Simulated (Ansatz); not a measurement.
# I in Ansatz: convergence with k mesh

I:

```
I
1.0
    -1.61746    1.61746    4.26481
     1.61746   -1.61746    4.26481
     1.61746    1.61746   -4.26481
I
1
Direct
  0.00000 0.00000 0.00000
```

```yaml
Program: Ansatz 0.2.0
Task: convergence study
Functional: r2SCAN
Potentials_or_basis: Ansatz PAW
Cutoff: "500 eV (not typed: the program's choice for these potentials)"
k_mesh: 4 × 4 × 4
Occupations: cold, width 0.1 eV
Spin: no spin polarisation
```

These are the settings of the first run; the series varies k mesh, with any setting tied to it.

Hardware: 2 threads of Intel(R) Xeon(R) Processor @ 2.50GHz (Skylake/Cascade Lake) (shared host).

| k mesh | energy less the tightest run, at zero smearing (meV/atom) | pressure (GPa) | gap on the mesh (eV) | SCF cycles | CPU time (s) | peak memory (GiB) |
| --- | --- | --- | --- | --- | --- | --- |
| 4 × 4 × 4 | -355.79 | -1.93 | 1.450 | 5 | 3.6 | 0.38 |
| 5 × 5 × 5 | 12.34 | -0.34 | 0.000 | 6 | 4.3 | 0.38 |
| 7 × 7 × 7 | 65.12 | -0.22 | 0.000 | 6 | 6.5 | 0.4 |
| 8 × 8 × 8 | 37.20 | -0.29 | 0.000 | 6 | 8.6 | 0.42 |
| 10 × 10 × 10 | -1.52 | -0.37 | 0.000 | 5 | 12 | 0.46 |
| 13 × 13 × 13 | -2.81 | -0.29 | 0.000 | 5 | 21 | 0.51 |
| 16 × 16 × 16 | -14.14 | -0.42 | 0.000 | 6 | 43 | 0.59 |
| 19 × 19 × 19 | 0.00 | -0.35 | 0.000 | 5 | 53 | 0.7 |

Against the tightest run, the pressure stays within 0.1 GPa from 8 × 8 × 8 on; the gap on the mesh stays within 0.01 eV from 5 × 5 × 5 on. Not settled before the last step: the energy (to 1 meV/atom). Meshes of other sizes hit other points, so gaps and Fermi surfaces needn't settle smoothly. The tightest run that finished is the yardstick and may itself not be fully converged.

Caveat, for the tightest run too: an odd number of electrons without spin polarisation forces a metal; a magnetic or distorted state may lie lower; the PAW data sets come from PBE, with cores solved anew for the run's functional, which leaves a small shift of forces and pressure. Spin-orbit coupling is left out, which matters for the levels of I.
